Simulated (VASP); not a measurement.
# A VASP 6.6.1 single-point calculation on SnTe

INCAR

```
LCHARG = .FALSE.
ENCUT = 200
IBRION = -1
SIGMA = 0.02
ISMEAR = -1
NELM = 120
IVDW = 10
ISIF = 2
EDIFF = 1E-7
LREAL = .FALSE.
GGA = PE
NSW = 0
LWAVE = .FALSE.
NBANDS = 22
LASPH = .TRUE.
PREC = Accurate
```

KPOINTS

```
KPOINTS created by Atomic Simulation Environment
0
Gamma
8 8 8
0 0 0
```

POSCAR

```
Sn Te
 1.0000000000000000
     0.0000000000000000    3.2531169524000001    3.1842697424000002
     3.2531169524000001    0.0000000000000000    3.1842697424000002
     3.2531169524000001    3.2531169524000001    0.0000000000000000
 Sn  Te
   1   1
Cartesian
  0.0000000000000000  0.0000000000000000  0.0000000000000000
  3.2531169524000010  3.2531169524000010  3.1842697424000010
```

The recommended PBE PAW datasets give the neutral cell 20 valence electrons.

Command

```
mpirun -np 1 vasp_std
```

How does this run end, and what does it give?

It converged. Results: gap between bands v and c on the k mesh 0.10 eV; least direct gap on the k mesh 0.10 eV; pressure -10.2 GPa. Band v is the last that the valence electrons fill when counted band by band, and c is the next.

OSZICAR

```
N       E                     dE             d eps       ncg     rms          rms(c)
DAV:   1     0.928054289320E+02    0.92805E+02   -0.57149E+03  2658   0.493E+02
DAV:   2    -0.869990989028E+00   -0.93675E+02   -0.90741E+02  2814   0.171E+02
DAV:   3    -0.742984065661E+01   -0.65598E+01   -0.65404E+01  3142   0.462E+01
DAV:   4    -0.752255090160E+01   -0.92710E-01   -0.92697E-01  3086   0.593E+00
DAV:   5    -0.752424641301E+01   -0.16955E-02   -0.16955E-02  3216   0.734E-01    0.405E+00
DAV:   6    -0.744197484468E+01    0.82272E-01   -0.16107E-01  3320   0.222E+00    0.247E+00
DAV:   7    -0.744469107510E+01   -0.27162E-02   -0.57268E-02  3220   0.104E+00    0.955E-01
DAV:   8    -0.744617976777E+01   -0.14887E-02   -0.68891E-03  3004   0.497E-01    0.159E-01
DAV:   9    -0.744614110038E+01    0.38667E-04   -0.73823E-04  3358   0.156E-01    0.644E-02
DAV:  10    -0.744617772135E+01   -0.36621E-04   -0.11617E-04  3142   0.649E-02    0.159E-02
DAV:  11    -0.744618487666E+01   -0.71553E-05   -0.27825E-05  3124   0.277E-02    0.193E-02
DAV:  12    -0.744618461186E+01    0.26480E-06   -0.17014E-06  3024   0.606E-03    0.151E-02
DAV:  13    -0.744618383895E+01    0.77291E-06   -0.56125E-07  3088   0.317E-03    0.713E-03
DAV:  14    -0.744618366032E+01    0.17863E-06   -0.40147E-07  3240   0.390E-03    0.431E-03
DAV:  15    -0.744618367934E+01   -0.19022E-07   -0.27452E-08  1814   0.629E-04
   1 F= -.81284422E+01 E0= -.81283627E+01  d E =-.159103E-03
```

For comparison, a separate PBE run of the intended cell, on usual settings and not on those above, gives a gap of 0.09 eV on its mesh and a pressure of -0.8 GPa.
